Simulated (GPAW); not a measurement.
# ZnS (Wurtzite-2H) (P6_3mc) in GPAW: settings compared, part 2 of 3

GPAW 26.7.0. Earlier steps stand in the parts before.

## 3. Single point, PBE

Input file run.py:

```python
from ase.dft.bandgap import bandgap
from ase.io import read, write
from ase.units import GPa
from gpaw import GPAW, PW

atoms = read('ZnS.cif')

calc = GPAW(mode=PW(500),
            xc='PBE',
            kpts={'size': (6, 6, 3), 'gamma': True},
            occupations={'name': 'fermi-dirac', 'width': 0.05},
            nbands=31,
            convergence={'density': 1e-05, 'energy': 1e-05},
            maxiter=75,
            txt='gpaw.txt')
atoms.calc = calc
energy = atoms.get_potential_energy()
forces = atoms.get_forces()
stress = atoms.get_stress()
calc.write('gs.gpw')
write('result.traj', atoms)
print(f'Energy: {energy:.6f} eV')
print('Forces (eV/A):')
print(forces.round(4))
print('Stress (GPa):', (stress / GPa).round(3))
print('Fermi level:', round(calc.get_fermi_level(), 4), 'eV')
print(f'Gap: {bandgap(calc)[0]:.4f} eV, direct: {bandgap(calc, direct=True)[0]:.4f} eV')
```

Input file ZnS.cif:

```cif
data_ZnS
_cell_length_a 3.81100000
_cell_length_b 3.81100000
_cell_length_c 6.23400000
_cell_angle_alpha 90.00000000
_cell_angle_beta 90.00000000
_cell_angle_gamma 120.00000000
_space_group_name_H-M_alt 'P6_3mc'
_space_group_name_Hall 'P 6c -2c'
_space_group_IT_number 186
loop_
_space_group_symop_operation_xyz
'x,y,z'
'x-y,x,z+1/2'
'-y,x-y,z'
'-x,-y,z+1/2'
'-x+y,-x,z'
'y,-x+y,z+1/2'
'y,x,z+1/2'
'x,x-y,z'
'x-y,-y,z+1/2'
'-y,-x,z'
'-x,-x+y,z+1/2'
'-x+y,y,z'
loop_
_atom_site_label
_atom_site_type_symbol
_atom_site_symmetry_multiplicity
_atom_site_Wyckoff_symbol
_atom_site_fract_x
_atom_site_fract_y
_atom_site_fract_z
_atom_site_occupancy
Zn1 Zn 2 b 0.6666666667 0.3333333333 0.5000000000 1
S1 S 2 b 0.6666666667 0.3333333333 0.8850000000 1
```

Potentials or basis: GPAW PAW data sets (gpaw-data 1.2.1), pw.

The run is started by

```sh
> OMP_NUM_THREADS=1 python run.py
```

Wall time 19 s (1 thread of Intel Xeon Platinum 8259CL at 2.50GHz (Skylake/Cascade Lake), shared host); peak memory 0.17 GiB.

The run converged. Its results:

```
Free energy            : -13.7868 eV
Pressure               : 2.2 GPa
Largest force          : 0.329 eV/Å
Band gap on the k mesh : 2.24 eV, direct
```

Forces on the atoms (eV/Å):
```
Zn   0.000  0.000  0.329
Zn   0.000  0.000  0.329
S    0.000  0.000 -0.329
S    0.000  0.000 -0.329
```

Stress tensor (GPa, compression positive):
```
2.94 0.00 0.00
0.00 2.94 0.00
0.00 0.00 0.81
```

Levels at points of the mesh, in eV from the valence-band top:
```tsv
k point	band 15	band 16	band 17	band 18	band 19	band 20	band 21	band 22
(0.00, 0.00, 0.00)	-0.86	-0.01	-0.01	0.00	2.24	2.99	6.28	6.28
(0.50, 0.50, 0.00)	-3.15	-2.25	-1.56	-0.98	3.61	4.26	5.17	7.10
```

Caveat: the cutoff is short for stress and forces, so pressures can be off by a GPa or more. PBE gaps usually lie below the measured ones, often by a third to a half.

## 4. Single point, PBE

Changes to run.py since step 3:

```diff
@@ -1,3 +1,4 @@
 from ase.dft.bandgap import bandgap
-from ase.io import read, write
+from ase.io import write
+from ase.spacegroup import crystal
 from ase.units import GPa
@@ -5,7 +6,14 @@
 
-atoms = read('ZnS.cif')
+# Zn 2b
+# S 2b
+atoms = crystal(['Zn', 'S'],
+                basis=[[0.6666666667, 0.3333333333, 0.5],
+                       [0.6666666667, 0.3333333333, 0.885]],
+                spacegroup=186, setting=1,  # P6_3mc
+                cellpar=[3.811, 3.811, 6.234, 90.0, 90.0, 120.0],
+                primitive_cell=True)
 
-calc = GPAW(mode=PW(500),
+calc = GPAW(mode=PW(600),
             xc='PBE',
-            kpts={'size': (6, 6, 3), 'gamma': True},
+            kpts={'size': (4, 4, 3), 'gamma': True},
             occupations={'name': 'fermi-dirac', 'width': 0.05},
@@ -13,3 +21,3 @@
             convergence={'density': 1e-05, 'energy': 1e-05},
-            maxiter=75,
+            maxiter=60,
             txt='gpaw.txt')
```

Potentials or basis: GPAW PAW data sets (gpaw-data 1.2.1), pw.

The run is started by

```sh
> OMP_NUM_THREADS=1 python run.py
```

gpaw.txt:

```text
__  _  _
 | _ |_)|_||  |
 |__||  | ||/\| - 26.7.0

Input parameters:
  mode=PW(ecut=600.0),
  convergence={'density': 1e-05, 'energy': 1e-05},
  kpts=MonkhorstPack(size=(4, 4, 3), gamma=True),
  maxiter=60,
  nbands=31,
  occupations=Occupations(name='fermi-dirac', width=0.05),
  xc=XC(name='PBE')

Diagonalizing LCAO Hamiltonian
Converting LCAO to pw mode

            S

            Zn
        S

        Zn

Atoms  # Å, Bohr magnetons
|   | symbol |         x |        y |        z |    initial magnetic moments |
|---|--------|-----------|----------|----------|-----------------------------|
| 0 |     Zn |  1.905500 | 1.100141 | 3.117000 | ( 0.0000,  0.0000,  0.0000) |
| 1 |     Zn | -0.000000 | 2.200282 | 0.000000 | ( 0.0000,  0.0000,  0.0000) |
| 2 |      S |  1.905500 | 1.100141 | 5.517090 | ( 0.0000,  0.0000,  0.0000) |
| 3 |      S | -0.000000 | 2.200282 | 2.400090 | ( 0.0000,  0.0000,  0.0000) |

Unit cell  # Å
[... 162 lines left out ...]
Energy contributions:
  Kinetic:          23.550256
  Coulomb:         -19.771633
  Zero:              0.105306
  External:          0.000000
  Xc:              -17.638855
  Entropy:          -0.000000
  Spinorbit:         0.000000
  ----------------------------
  Free energy:     -13.754926
  Extrapolated:    -13.754926

dipole moment: (0.000002, -0.000001, -7.471399)  # |e|*Ang

Fermi level: 4.866
Eigenvalues  # (at kpt = [0.000, 0.000, 0.000])
| band index |      eig [eV] | occ [0-2] |
|------------|---------------|-----------|
|          0 |        -9.360 |     2.000 |
|        ... |               |           |
|         10 |        -1.971 |     2.000 |
|         11 |        -1.812 |     2.000 |
|         12 |        -1.331 |     2.000 |
|         13 |         2.976 |     2.000 |
|         14 |         2.976 |     2.000 |
|         15 |         3.822 |     2.000 |
[... 8 lines left out ...]
|         24 |        11.407 |     0.000 |
|         25 |        13.129 |     0.000 |
|        ... |               |           |
|         30 |        16.282 |     0.000 |

Gap: 2.238 eV
Transition (v -> c):
  (s=0, k=0, n=17, [0.00, 0.00, 0.00]) -> (s=0, k=0, n=18, [0.00, 0.00, 0.00])
No difference between direct/indirect transitions

Forces  # eV/Ang
|        x |        y |        z |
|----------|----------|----------|
| -0.00000 | -0.00000 |  0.34174 |  # Zn   0
| -0.00000 |  0.00000 |  0.34170 |  # Zn   1
|  0.00000 | -0.00000 | -0.34182 |  # S    2
|  0.00000 |  0.00000 | -0.34169 |  # S    3

Stress tensor  # eV/Ang^3
|         x |         y |         z |
|-----------|-----------|-----------|
| -0.021100 |  0.000000 |  0.000000 |
|  0.000000 | -0.021100 |  0.000000 |
|  0.000000 |  0.000000 | -0.005363 |

# Writing to gs.gpw (mode='')
```

stdout:

```text
Energy: -13.754926 eV
Forces (eV/A):
[[-0.     -0.      0.3417]
 [-0.      0.      0.3417]
 [ 0.     -0.     -0.3418]
 [ 0.      0.     -0.3417]]
Stress (GPa): [-3.381 -3.381 -0.859  0.     0.     0.   ]
Fermi level: 4.8658 eV
Gap: 2.2382 eV, direct: 2.2382 eV
```

Run time: 17 s. Hardware: 1 thread of Intel Xeon Platinum 8259CL at 2.50GHz (Skylake/Cascade Lake), shared host; peak memory 0.18 GiB.

What came out:

```
Free energy            : -13.7549 eV
Pressure               : 2.5 GPa
Largest force          : 0.342 eV/Å
Band gap on the k mesh : 2.24 eV, direct
```

Forces on the atoms (eV/Å):
```
Zn   0.000  0.000  0.342
Zn   0.000  0.000  0.342
S    0.000  0.000 -0.342
S    0.000  0.000 -0.342
```

Caveat: the k mesh is coarse (spacing up to 0.48 Å⁻¹), so the values aren't converged. As with any semilocal functional, this PBE gap is likely too small.

## 5. Relaxation of cell and atoms, PBEsol

Input file run.py:

```python
from ase import Atoms
from ase.filters import FrechetCellFilter
from ase.io import write
from ase.optimize import BFGS
from gpaw import GPAW, PW, setup_paths

setup_paths.insert(0, '.')

atoms = Atoms(['Zn', 'Zn', 'S', 'S'],
              cell=[[3.811, 0.0, 0.0],
                    [-1.9055, 3.3004228138, 0.0],
                    [0.0, 0.0, 6.234]],
              scaled_positions=[[0.6666666667, 0.3333333333, 0.5],
                                [0.3333333333, 0.6666666667, 0.0],
                                [0.6666666667, 0.3333333333, 0.885],
                                [0.3333333333, 0.6666666667, 0.385]],
              pbc=True)

calc = GPAW(mode=PW(600),
            xc='PBEsol',
            kpts={'size': (5, 5, 3), 'gamma': True},
            occupations={'name': 'fermi-dirac', 'width': 0.05},
            nbands=31,
            convergence={'density': 1e-05, 'forces': 0.0001},
            maxiter=150,
            txt='gpaw.txt')
atoms.calc = calc
opt = BFGS(FrechetCellFilter(atoms), trajectory='relax.traj', logfile='-')
done = opt.run(fmax=0.02, steps=60)
calc.write('gs.gpw')
write('result.traj', atoms)
print('Converged:', done)
print('Cell:', atoms.cell.cellpar().round(4))
print('Volume:', round(atoms.get_volume(), 4))
print(atoms.get_scaled_positions().round(5))
```

Potentials or basis: PAW data sets generated in the run's folder for this functional, pw.

The run is started by

```sh
> gpaw-setup -f PBEsol S Zn
> OMP_NUM_THREADS=1 python run.py
```

Wall time 3.1 min (1 thread of Arm Neoverse V1, shared host); peak memory 0.27 GiB.

Results (log left out):

| Quantity | Value |
| --- | --- |
| Free energy | -15.2973 eV |
| Relaxed volume | 19.21 Å³/atom |
| Relaxed cell | a = 3.785 Å, b = 3.785 Å, c = 6.195 Å, α = 90.00°, β = 90.00°, γ = 120.00° |
| Space group after relaxing (to 0.05 Å) | P6_3mc (No. 186) |
| Energy gained by relaxing | 6.8 meV/atom |
| Ionic steps | 9 |
| Pressure after relaxing | 0.1 GPa |
| Largest force after relaxing | 0.019 eV/Å |
| Band gap on the k mesh | 2.16 eV, direct |

Forces in eV/Å, atoms in the order of the input:
```
Zn   0.000  0.000  0.019
Zn   0.000  0.000  0.019
S    0.000  0.000 -0.019
S    0.000  0.000 -0.019
```

Step by step:
```tsv
step	energy change (eV)	largest force (eV/Å)	pressure (GPa)	volume (Å³)
1	0.0000	0.3155	-1.25	78.41
2	-0.0067	0.2742	-1.18	78.28
3	-0.0243	0.0942	-0.36	77.32
4	-0.0258	0.0021	-0.51	77.47
5	-0.0260	0.0018	-0.45	77.40
6	-0.0269	0.0002	0.08	76.87
7	-0.0270	0.0071	0.11	76.85
8	-0.0270	0.0146	0.11	76.85
9	-0.0271	0.0187	0.09	76.86
```

Final structure:
```xyz
4
Lattice="3.7850 0.0000 0.0000 -1.8925 3.2779 0.0000 0.0000 0.0000 6.1949" Properties=species:S:1:pos:R:3 pbc="T T T"
Zn    1.8925    1.0926    3.1282
Zn    0.0000    2.1853    0.0307
S     1.8925    1.0926    5.4518
S     0.0000    2.1853    2.3543
```

Levels at points of the mesh, in eV from the valence-band top:
| k point | band 14 | band 15 | band 16 | band 17 | band 18 | band 19 | band 20 | band 21 | band 22 | band 23 |
| --- | --- | --- | --- | --- | --- | --- | --- | --- | --- | --- |
| (0.00, 0.00, 0.00) | -0.94 | -0.94 | -0.07 | 0.00 | 0.00 | 2.16 | 2.99 | 6.16 | 6.16 | 6.45 |

Caveat: later steps reuse the first step's grids. A hybrid or GW would open this gap; PBEsol tends to underestimate it.

(Part 2 of 3 ends here.)
